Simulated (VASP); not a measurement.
# Cd2F3 (P4/mmm) in VASP: notebook

Runs on Cd2F3. Level: PBE. Tasks: single point, relaxation of cell and atoms.

Everything below comes from runs of VASP 6.6.1. Logs are shortened: lines on timing, memory, paths and dates and some standing lists are left out, and cuts for length are marked.

**1. The cell of the first run**

The structure is tetragonal, space group P4/mmm (No. 123). The conventional cell has a = 2.827 Å, b = 2.827 Å, c = 8.481 Å, α = 90.00°, β = 90.00°, γ = 90.00°. Cd (site symmetry 4mm) is surrounded by 8 F at 2.45 Å. F (site symmetry 4/mmm) has 8 Cd at 2.45 Å as nearest neighbours. F (site symmetry 4mm) has 4 Cd at 2.45 Å as nearest neighbours.

The cell was built by a generator and needn't be a form met in nature.

**2. Single point, PBE (ordered vacancies on the cation sites of caesium chloride (P4/mmm, No. 123))**

INCAR reads:

```
SYSTEM = Cd2F3
ALGO = Normal
EDIFF = 1E-6
ENCUT = 520
GGA = PE
ISIF = 2
ISMEAR = 0
LASPH = .TRUE.
LCHARG = .FALSE.
LREAL = .FALSE.
LWAVE = .FALSE.
NBANDS = 30
NELM = 100
PREC = Accurate
SIGMA = 0.1
```

KPOINTS reads:

```
k-points
0
G
  6 6 2
  0 0 0
```

POSCAR reads:

```
Cd2F3
1.0
    2.8269071500      0.0000000000      0.0000000000
    0.0000000000      2.8269071500      0.0000000000
    0.0000000000      0.0000000000      8.4807214600
Cd F
2 3
Direct
    0.0000000000      0.0000000000      0.8333333300
    0.0000000000      0.0000000000      0.1666666700
    0.5000000000      0.5000000000      0.0000000000
    0.5000000000      0.5000000000      0.3333333300
    0.5000000000      0.5000000000      0.6666666700
```

Potentials or basis: VASP PAW PBE potentials, release 64 (Cd, F).

On the command line:

```console
cat potpaw_PBE.64/Cd/POTCAR potpaw_PBE.64/F/POTCAR > POTCAR
mpirun -np 1 vasp_std > vasp.out
```

OUTCAR:

```text
SYSTEM = Cd2F3
   EDIFF = 1E-6
   ENCUT = 520
   GGA = PE
   ISIF = 2
   ISMEAR = 0
   LASPH = .TRUE.
   LREAL = .FALSE.
   NELM = 100
   PREC = Accurate

 ion  position               nearest neighbor table
   1  0.000  0.000  0.833-   5 2.45   5 2.45   5 2.45   5 2.45   3 2.45   3 2.45   3 2.45   3 2.45
                             2 2.83
   2  0.000  0.000  0.167-   4 2.45   4 2.45   4 2.45   4 2.45   3 2.45   3 2.45   3 2.45   3 2.45
                             1 2.83
   3  0.500  0.500  0.000-   1 2.45   2 2.45   1 2.45   2 2.45   1 2.45   2 2.45   1 2.45   2 2.45

   4  0.500  0.500  0.333-   2 2.45   2 2.45   2 2.45   2 2.45
   5  0.500  0.500  0.667-   1 2.45   1 2.45   1 2.45   1 2.45

  LATTYP: Found a simple tetragonal cell.
 ALAT       =     2.8269071500
 C/A-ratio  =     3.0000000035

  Lattice vectors:

 A1 = (   2.8269071500,   0.0000000000,   0.0000000000)
 A2 = (   0.0000000000,   2.8269071500,   0.0000000000)
 A3 = (   0.0000000000,   0.0000000000,   8.4807214600)

Analysis of symmetry for initial positions (statically):
=====================================================================
 Subroutine PRICEL returns:
 Original cell was already a primitive cell.

 Routine SETGRP: Setting up the symmetry group for a
 simple tetragonal supercell.

 Subroutine GETGRP returns: Found 16 space group operations
 (whereof 16 operations were pure point group operations)
 out of a pool of 16 trial point group operations.

The static configuration has the point symmetry D_4h.

Analysis of symmetry for dynamics (positions and initial velocities):
=====================================================================
 Subroutine PRICEL returns:
 Original cell was already a primitive cell.

 Routine SETGRP: Setting up the symmetry group for a
 simple tetragonal supercell.

 Subroutine GETGRP returns: Found 16 space group operations
 (whereof 16 operations were pure point group operations)
 out of a pool of 16 trial point group operations.

The dynamic configuration has the point symmetry D_4h.

 Subroutine INISYM returns: Found 16 space group operations
 (whereof 16 operations are pure point group operations),
 and found     1 'primitive' translations

----------------------------------------------------------------------------------------

                                     Primitive cell

  volume of cell :      67.7729

  direct lattice vectors                    reciprocal lattice vectors
     2.826907150  0.000000000  0.000000000     0.353743490  0.000000000  0.000000000
     0.000000000  2.826907150  0.000000000     0.000000000  0.353743490  0.000000000
     0.000000000  0.000000000  8.480721460     0.000000000  0.000000000  0.117914496

  length of vectors
     2.826907150  2.826907150  8.480721460     0.353743490  0.353743490  0.117914496

  position of ions in fractional coordinates (direct lattice)
     0.000000000  0.000000000  0.833333330
     0.000000000  0.000000000  0.166666670
     0.500000000  0.500000000  0.000000000
     0.500000000  0.500000000  0.333333330
     0.500000000  0.500000000  0.666666670

  ion indices of the primitive-cell ions
   primitive index   ion index
                 1           1
                 2           2
                 3           3
                 4           4
                 5           5

----------------------------------------------------------------------------------------

 KPOINTS: k-points

Automatic generation of k-mesh.
 Grid dimensions read from file:
 generate k-points for:    6    6    2

 Generating k-lattice:

  Cartesian coordinates                     Fractional coordinates (reciprocal lattice)
     0.058957248  0.000000000  0.000000000     0.166666667  0.000000000  0.000000000
     0.000000000  0.058957248  0.000000000     0.000000000  0.166666667  0.000000000
     0.000000000  0.000000000  0.058957248     0.000000000  0.000000000  0.500000000

  Length of vectors
     0.058957248  0.058957248  0.058957248

  Shift w.r.t. Gamma in fractional coordinates (k-lattice)
     0.000000000  0.000000000  0.000000000

 Subroutine IBZKPT returns following result:
 ===========================================

 Found     20 irreducible k-points:

 Following reciprocal coordinates:
            Coordinates               Weight
  0.000000  0.000000  0.000000      1.000000
  0.166667  0.000000  0.000000      4.000000
  0.333333  0.000000  0.000000      4.000000
  0.500000  0.000000  0.000000      2.000000
  0.166667  0.166667  0.000000      4.000000
  0.333333  0.166667  0.000000      8.000000
[... 12 lines left out ...]
  0.500000  0.333333  0.500000      4.000000
  0.500000  0.500000  0.500000      1.000000
   k-points           NKPTS =     20   k-points in BZ     NKDIM =     20   number of bands    NBANDS=     30
   number of dos      NEDOS =    301   number of ions     NIONS =      5
   total plane-waves  NPLWV =  36864
   dimension x,y,z NGX =    24 NGY =   24 NGZ =   64
[... 36 lines left out ...]
  Fermi-wavevector in a.u.,A,eV,Ry     =   1.428215  2.698936 27.753153  2.039799
  Thomas-Fermi vector in A             =   2.548301
   LORBIT       =      0    0 simple, 1 ext, 2 COOP (PROOUT), +10 PAW based schemes
   GGA     = PE    functional components
   LHFCALC =     F    Hartree Fock is set to
   AEXX    =    0.0000 exact exchange contribution
   IVDW    =     0    specifies the selected vdW correction
   LEPSILON=     F    determine dielectric tensor
   LRPA    =     F    only Hartree local field effects (RPA)
 non-spin polarized calculation
 Gauss-broadening in eV      SIGMA  =   0.10
  energy-cutoff  :      520.00
  volume of cell :       67.77
 maximum number of plane-waves:      1856
 NGX is ok and might be reduce to    24
   NGX = 11   NGY = 11   NGZ = 31

 number of electron      45.0000026 magnetization

 Free energy of the ion-electron system (eV)
  ---------------------------------------------------
  ext. energy  EPLUGINS =         0.00000000
  ---------------------------------------------------
  free energy    TOTEN  =       -13.34192105 eV

  energy without entropy =      -13.33203032  energy(sigma->0) =      -13.33697568

 E-fermi :   2.3037     XC(G=0): -10.5674

 val. band max:        2.2419210885   @ k =   0.3333   0.1667   0.0000
 cond. band min:       2.3374683751   @ k =   0.3333   0.1667   0.5000
 fundamental gap:      0.0955472866
 Fermi energy:         2.3036534936

 k-point     1 :       0.0000    0.0000    0.0000
  band No.  band energies     occupation
      1     -23.9843      2.00000
      2     -20.7292      2.00000
      3     -20.6640      2.00000
      4      -8.5762      2.00000
      5      -8.4471      2.00000
      6      -8.3455      2.00000
[... 22 lines left out ...]
     29      16.1812      0.00000
     30      16.1858      0.00000

 k-point     2 :       0.1667    0.0000    0.0000
  band No.  band energies     occupation
      1     -23.9093      2.00000
      2     -20.6668      2.00000
      3     -20.6004      2.00000
      4      -8.3799      2.00000
      5      -8.3636      2.00000
      6      -8.0294      2.00000
[... 22 lines left out ...]
     29      12.9901      0.00000
     30      15.8082      0.00000

 k-point     3 :       0.3333    0.0000    0.0000
  band No.  band energies     occupation
      1     -23.7553      2.00000
      2     -20.5378      2.00000
      3     -20.4701      2.00000
      4      -8.4826      2.00000
      5      -8.1523      2.00000
      6      -7.9317      2.00000
[... 22 lines left out ...]
     29      12.6291      0.00000
     30      15.3096      0.00000

 k-point     4 :       0.5000    0.0000    0.0000
  band No.  band energies     occupation
      1     -23.6763      2.00000
      2     -20.4710      2.00000
      3     -20.4035      2.00000
      4      -8.6876      2.00000
      5      -8.0006      2.00000
      6      -7.9268      2.00000
[... 484 lines left out ...]
     29      10.9048      0.00000
     30      13.5127      0.00000

 k-point    19 :       0.5000    0.3333    0.5000
  band No.  band energies     occupation
      1     -23.4908      2.00000
      2     -20.3098      2.00000
      3     -20.2372      2.00000
      4      -8.6129      2.00000
      5      -8.5066      2.00000
      6      -8.5010      2.00000
[... 22 lines left out ...]
     29      10.6408      0.00000
     30      14.8055      0.00000

 k-point    20 :       0.5000    0.5000    0.5000
  band No.  band energies     occupation
      1     -23.4268      2.00000
      2     -20.2534      2.00000
      3     -20.1807      2.00000
      4      -8.7769      2.00000
      5      -8.7769      2.00000
      6      -8.7090      2.00000
[... 22 lines left out ...]
     29       9.6978      0.00000
     30      14.8425      0.00000

------------------------ aborting loop because EDIFF is reached ----------------------------------------

  FORCE on cell =-STRESS in cart. coord.  units (eV):
  Direction    XX          YY          ZZ          XY          YZ          ZX
  --------------------------------------------------------------------------------------
  -------------------------------------------------------------------------------------
  Total        9.2831191      9.2831191      2.7490971      0.0000000      0.0000000      0.0000000
  in kB      219.4565841    219.4565841     64.9897366      0.0000000      0.0000000      0.0000000
  external PRESSURE =     167.9676349 kB  Pullay stress =       0.0000000 kB

 VOLUME and BASIS-vectors are now :
 -----------------------------------------------------------------------------
  energy-cutoff  :      520.00
  volume of cell :       67.77
      direct lattice vectors                 reciprocal lattice vectors
     2.826907150  0.000000000  0.000000000     0.353743490  0.000000000  0.000000000
     0.000000000  2.826907150  0.000000000     0.000000000  0.353743490  0.000000000
     0.000000000  0.000000000  8.480721460     0.000000000  0.000000000  0.117914496

 POSITION                                       TOTAL-FORCE (eV/Angst)
 -----------------------------------------------------------------------------------
      0.00000      0.00000      7.06727         0.000000     -0.000000     -3.273723
      0.00000      0.00000      1.41345        -0.000000      0.000000      3.273723
      1.41345      1.41345      0.00000         0.000000     -0.000000      0.000000
      1.41345      1.41345      2.82691         0.000000      0.000000     -1.256619
      1.41345      1.41345      5.65381         0.000000     -0.000000      1.256619
 -----------------------------------------------------------------------------------
    total drift:                                0.000000     -0.000000     -0.000000

  FREE ENERGIE OF THE ION-ELECTRON SYSTEM (eV)
  ---------------------------------------------------
  free  energy   TOTEN  =       -13.3419210513 eV

  energy  without entropy=      -13.3320303169  energy(sigma->0) =      -13.33697568
```

Wall time 14 s (1 thread of Intel Xeon 6975P-C (Granite Rapids), shared host); peak memory 0.19 GiB.

What came out:

| Quantity | Value |
| --- | --- |
| Free energy | -13.3419 eV |
| Pressure | 16.8 GPa |
| Largest force | 3.274 eV/Å |
| Band gap on the k mesh | none (metal or under the smearing width) |

Forces on the atoms (eV/Å):
```
Cd   0.000  0.000 -3.274
Cd   0.000  0.000  3.274
F    0.000  0.000  0.000
F    0.000  0.000 -1.257
F    0.000  0.000  1.257
```

Caveat: the k mesh is coarse (spacing up to 0.37 Å⁻¹), so the values aren't converged; so large a pressure means that the cell lies far from this level's equilibrium, or that cutoff or potentials fall short; an odd number of electrons without spin polarisation forces a metal; a magnetic or distorted state may lie lower.

**3. Single point, PBE (ordered vacancies on the cation sites of caesium chloride (P4/mmm, No. 123))**

INCAR reads:

```
PREC = Accurate
ENCUT = 520
EDIFF = 1E-7
ISMEAR = 0
SIGMA = 0.1
LREAL = F
LASPH = T
NELM = 100
ALGO = Normal
ISIF = 2
LWAVE = F
LCHARG = F
GGA = PE
NBANDS = 30
```

KPOINTS reads:

```
regular mesh
0
Gamma
  6 6 2
```

POSCAR reads:

```
Cd2F3
1.0
    3.0990073799      0.0000000000      0.0000000000
    0.0000000000      3.0990073799      0.0000000000
    0.0000000000      0.0000000000      8.7642509336
Cd F
2 3
Direct
    0.0000000000      0.0000000000      0.8046797777
    0.0000000000      0.0000000000      0.1953202223
    0.5000000000      0.5000000000      0.0000000000
    0.5000000000      0.5000000000      0.3053863041
    0.5000000000      0.5000000000      0.6946136959
```

Potentials or basis: VASP PAW PBE potentials, release 64 (Cd, F).

On the command line:

```console
cat potpaw_PBE.64/Cd/POTCAR potpaw_PBE.64/F/POTCAR > POTCAR
mpirun -np 1 vasp_std > vasp.out
```

Run time: 17 s. Hardware: 1 thread of Intel Xeon 6975P-C (Granite Rapids), shared host; peak memory 0.2 GiB.

The run converged. Its results:

- Free energy: -15.0352 eV
- Pressure: 0.5 GPa
- Largest force: 0.031 eV/Å
- Band gap on the k mesh: none (metal or under the smearing width)

Forces on the atoms (eV/Å):
```
Cd   0.000  0.000  0.022
Cd   0.000  0.000 -0.022
F    0.000  0.000  0.000
F    0.000  0.000  0.031
F    0.000  0.000 -0.031
```

Stress tensor (GPa, compression positive):
```
0.53 0.00 0.00
0.00 0.53 0.00
0.00 0.00 0.37
```

Levels at points of the mesh, in eV from the Fermi level:
```csv
k point,band 18,band 19,band 20,band 21,band 22,band 23,band 24,band 25,band 26,band 27
"(0.00, 0.00, 0.00)",-4.88,-4.88,-4.18,-4.18,-4.09,-2.71,-0.69,2.13,6.25,7.67
"(0.50, 0.00, 0.00)",-5.27,-4.42,-4.36,-4.15,-3.95,1.54,1.71,2.77,4.35,5.49
"(0.50, 0.50, 0.00)",-4.75,-4.65,-4.65,-4.44,-3.92,1.42,3.16,5.20,5.20,5.37
"(0.00, 0.00, 0.50)",-4.89,-4.89,-4.30,-4.18,-4.18,-2.44,-1.03,2.92,4.62,9.47
"(0.50, 0.00, 0.50)",-5.07,-4.41,-4.37,-4.15,-4.07,1.54,1.70,2.93,4.11,6.20
"(0.50, 0.50, 0.50)",-4.81,-4.63,-4.63,-4.27,-4.04,1.46,2.96,5.20,5.20,5.51
```

Caveat: an odd number of electrons without spin polarisation forces a metal; a magnetic or distorted state may lie lower.

**4. Relaxation of cell and atoms, PBE (ordered vacancies on the cation sites of caesium chloride (P4/mmm, No. 123))**

INCAR reads:

```
PREC = Accurate
ENCUT = 600
EDIFF = 1E-6
ISMEAR = 0
SIGMA = 0.1
LREAL = F
LASPH = T
NELM = 100
ALGO = Normal
ISIF = 3
LWAVE = F
LCHARG = F
GGA = PE
IBRION = 2
NSW = 90
EDIFFG = -0.04
```

KPOINTS is that of step 3.

POSCAR reads:

```
Cd2F3
1.0
    2.8269071500      0.0000000000      0.0000000000
    0.0000000000      2.8269071500      0.0000000000
    0.0000000000      0.0000000000      8.4807214600
Cd F
2 3
Direct
    0.0000000000      0.0000000000      0.8333333300
    0.0000000000      0.0000000000      0.1666666700
    0.5000000000      0.5000000000      0.0000000000
    0.5000000000      0.5000000000      0.3333333300
    0.5000000000      0.5000000000      0.6666666700
```

On the command line:

```console
cat potpaw_PBE.64/Cd/POTCAR potpaw_PBE.64/F/POTCAR > POTCAR
mpirun -np 1 vasp_std > vasp.out
```

Run time: 94 s. Hardware: 1 thread of Intel Xeon 6975P-C (Granite Rapids), shared host; peak memory 0.22 GiB.

The run converged. Its results:

```yaml
Free_energy: -15.0041 eV
Relaxed_volume: 16.48 Å³/atom
Relaxed_cell: a = 3.105 Å, b = 3.105 Å, c = 8.549 Å, α = 90.00°, β = 90.00°, γ = 90.00°
Space_group_after_relaxing_to_0.05_Å: P4/mmm (No. 123)
Energy_gained_by_relaxing: 331.5 meV/atom
Ionic_steps: 10
Pressure_after_relaxing: 0.1 GPa
Largest_force_after_relaxing: 0.026 eV/Å
Band_gap_on_the_k_mesh: none (metal or under the smearing width)
```

Forces in eV/Å, atoms in the order of the input:
```
Cd   0.000  0.000  0.019
Cd   0.000  0.000 -0.019
F    0.000  0.000  0.000
F    0.000  0.000 -0.026
F    0.000  0.000  0.026
```

Stress tensor (GPa, compression positive):
```
-0.02  0.00  0.00
 0.00 -0.02  0.00
 0.00  0.00  0.29
```

Step by step:
```tsv
step	energy change (eV)	largest force (eV/Å)	pressure (GPa)	volume (Å³)
1	0.0000	3.2740	16.57	67.77
2	-1.3915	1.1156	-2.53	82.37
3	-1.4160	1.0219	-4.52	85.54
4	-1.4160	1.0270	-4.13	84.85
5	-1.6310	0.3516	-0.19	81.40
6	-1.6446	0.1150	1.39	80.28
7	-1.6447	0.1350	1.26	80.37
8	-1.6553	0.0567	0.41	81.62
9	-1.6570	0.0476	-0.05	82.35
10	-1.6577	0.0262	0.08	82.40
```

Final structure:
```cif
data_structure
_symmetry_space_group_name_H-M 'P 1'
_symmetry_Int_Tables_number 1
_cell_length_a 3.1046
_cell_length_b 3.1046
_cell_length_c 8.5491
_cell_angle_alpha 90.000
_cell_angle_beta 90.000
_cell_angle_gamma 90.000
_cell_volume 82.40
loop_
_atom_site_label
_atom_site_type_symbol
_atom_site_fract_x
_atom_site_fract_y
_atom_site_fract_z
_atom_site_occupancy
Cd1 Cd 0.00000 0.00000 0.79898 1
Cd2 Cd 0.00000 0.00000 0.20102 1
F1 F 0.50000 0.50000 0.00000 1
F2 F 0.50000 0.50000 0.31394 1
F3 F 0.50000 0.50000 0.68606 1
```

Levels at points of the mesh, in eV from the Fermi level:
```tsv
k point	band 18	band 19	band 20	band 21	band 22	band 23	band 24	band 25	band 26	band 27
(0.00, 0.00, 0.00)	-4.84	-4.84	-4.14	-4.14	-4.01	-2.73	-0.64	2.11	6.37	8.18
(0.50, 0.00, 0.00)	-5.28	-4.39	-4.33	-4.12	-3.89	1.53	1.69	2.75	4.37	5.44
(0.50, 0.50, 0.00)	-4.70	-4.62	-4.62	-4.46	-3.86	1.42	3.17	5.20	5.20	5.50
(0.00, 0.00, 0.50)	-4.87	-4.87	-4.30	-4.14	-4.14	-2.37	-1.06	3.02	4.69	10.06
(0.50, 0.00, 0.50)	-4.97	-4.37	-4.35	-4.11	-4.06	1.53	1.68	2.95	4.09	6.56
(0.50, 0.50, 0.50)	-4.79	-4.60	-4.60	-4.19	-4.03	1.47	2.90	5.20	5.20	5.51
```

Caveat: the k mesh is coarse (spacing up to 0.37 Å⁻¹), so the values aren't converged; the volume moved by over 15 % at a fixed basis, so the end points are rough; an odd number of electrons without spin polarisation forces a metal; a magnetic or distorted state may lie lower.

**5. The runs side by side**

| task | cell | cutoff (eV) | mesh quality | gap on the mesh (eV) | pressure (GPa) | largest force (eV/Å) |
| --- | --- | --- | --- | --- | --- | --- |
| single point | ordered vacancies on the cation sites of caesium chloride (P4/mmm, No. 123) | 520 | coarse | none | 16.8 | 3.27 |
| single point | ordered vacancies on the cation sites of caesium chloride (P4/mmm, No. 123) | 520 | not flagged | none | 0.5 | 0.03 |
| relaxation of cell and atoms | relaxed from: ordered vacancies on the cation sites of caesium chloride (P4/mmm, No. 123) | 600 | coarse | none | 0.1 | 0.03 |

Alike in all rows: level PBE; potentials or basis VASP PAW PBE potentials, release 64 (Cd, F); no spin polarisation; k mesh 6 × 6 × 2; smearing gaussian 0.1 eV.

Caveats: some runs use coarse meshes; an odd number of electrons without spin polarisation forces a metal; a magnetic or distorted state may lie lower; so large a pressure means that the cell lies far from this level's equilibrium, or that cutoff or potentials fall short (some runs); the volume moved by over 15 % at a fixed basis, so the end points are rough (some runs).

Absolute energies hang on the potentials; compare differences alone.
